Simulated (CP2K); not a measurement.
Runs of CP2K 2026.2 on Zn. The structure is cubic, space group Fm-3m (No. 225). The conventional cell has a = 3.930 Å, b = 3.930 Å, c = 3.930 Å, α = 90.00°, β = 90.00°, γ = 90.00°. Zn (site symmetry m-3m) is surrounded by 12 Zn at 2.78 Å. This isn't the form of Zn at room conditions, which is hcp.

```csv
level,potentials or basis,smearing,NGRIDS,basis sets,potentials,points a segment of the path (NPOINTS),bands added on the path,gap on the mesh (eV),pressure (GPa)
PBE,POTENTIAL_UZH Zn GTH-PBE-q12; TZVP-MOLOPT-PBE-GTH basis,fermi-dirac 0.05 eV,5,Zn TZVP-MOLOPT-PBE-GTH-q12,Zn GTH-PBE-q12 of POTENTIAL_UZH,6,4,none,0.3
TB-mBJ,POTENTIAL_UZH Zn GTH-PBE-q12; TZVP-MOLOPT-PBE-GTH basis,fermi-dirac 0.0259 eV,5,Zn TZVP-MOLOPT-PBE-GTH-q12,Zn GTH-PBE-q12 of POTENTIAL_UZH,10,2,none,-
PBEsol,POTENTIAL_UZH Zn GTH-PBE-q12; TZVP-MOLOPT-PBE-GTH basis,fermi-dirac 0.0259 eV,5,Zn TZVP-MOLOPT-PBE-GTH-q12,Zn GTH-PBE-q12 of POTENTIAL_UZH,8,4,none,(a)
r2SCAN,POTENTIAL_UZH Zn GTH-SCAN-q12; TZVP-MOLOPT-SCAN-GTH basis,fermi-dirac 0.0259 eV,5,Zn TZVP-MOLOPT-SCAN-GTH-q12,Zn GTH-SCAN-q12 of POTENTIAL_UZH,8,4,none,-4.9
LDA,GTH_POTENTIALS Zn GTH-PADE-q12; TZVP-MOLOPT-PBE-GTH basis,fermi-dirac 0.05 eV,4,Zn TZVP-MOLOPT-PBE-GTH-q12,Zn GTH-PADE-q12 of GTH_POTENTIALS,6,2,none,-8.1
```

Alike in all rows: task band structure; no spin polarisation; cell as given; k mesh 12 × 12 × 12.

**Question.** Estimate the missing entries.

**Answer.** (a) -5.0.

Caveats: the basis of atomic orbitals isn't converged, which shifts pressures, moduli and gaps; the potentials were made for another functional, which shifts forces and pressure (some runs); this is a model potential without an energy functional, so only levels have meaning (some runs).

A gap of «none» marks a metal or a gap under the smearing width.
